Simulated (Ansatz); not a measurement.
Crystal: Ge.

```
Ge
1.0
     0.00000    2.82891    2.82891
     2.82891    0.00000    2.82891
     2.82891    2.82891    0.00000
Ge
2
Cartesian
  4.2434 4.2434 4.2434
  2.8289 2.8289 2.8289
```

Base run:

| Property | Result |
| --- | --- |
| Program | Ansatz 0.2.0 |
| Functional | PBE0 form with a typed share of exact exchange |
| Potentials or basis | Ansatz PAW |
| Cutoff | 420 eV (not typed: the program's choice for these potentials) |
| k mesh | 5 × 5 × 5 |
| Occupations | fermi-dirac, width 0.05 eV |
| Spin | no spin polarisation |

Its results: band gap on the k mesh 2.95 eV, indirect (least direct gap 3.18 eV); pressure -1.6 GPa.

The run is repeated on the same cell with these changes: share of exact exchange from 0.5 to 0.1. What comes out?

Band gap on the k mesh 0.59 eV, direct; pressure 2.4 GPa.

Caveats: odd divisions of the mesh miss points on the zone boundary, where band edges often lie, so the gap on the mesh can be too wide; the PAW data sets come from PBE, with cores solved anew for the run's functional, which leaves a small shift of forces and pressure; the thresholds are loose for stress.

A k mesh can miss the band edges.
